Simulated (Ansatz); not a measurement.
Results of LDA (Ansatz, a first-principles code, plane waves, PAW) for zinc-blende AlSb.

Numerical settings: plane-wave cutoff 520 eV, 10×10×10 k mesh, Fermi–Dirac smearing 0.01 eV, scalar-relativistic PAW data made under PBE.

Cell (relaxed at this level):

```
CELL_PARAMETERS angstrom
      0.00000     3.05355     3.05355
      3.05355     0.00000     3.05355
      3.05355     3.05355     0.00000
ATOMIC_POSITIONS crystal
  Al 0.00000 0.00000 0.00000
  Sb 0.25000 0.25000 0.25000
```

**Question.** Predict the bulk modulus, smallest direct gap on the k points sampled, band gap and pressure derivative B′ of the bulk modulus.

**Answer.** 
- bulk modulus = 56.4 GPa
- smallest direct gap on the k points sampled = 1.54 eV
- band gap = 1.12 eV
- pressure derivative B′ of the bulk modulus = 4.4

Measured, for comparison: band gap 1.73 eV (zero-point renormalisation of 35 meV (experimental, the table's column) added back here, indirect; inputs from Miglio et al. (2020), arXiv:2011.12765); bulk modulus 58.2 GPa (temperature not stated, no zero-point or thermal correction; as tabulated in Toher et al. (2017), arXiv:1611.05714). Computed (rounded) less measured: bulk modulus -3 %.

Spin–orbit coupling is not included; with these elements it can move the gap by several tenths of an eV or more.

Static lattice: no zero-point or thermal effects.
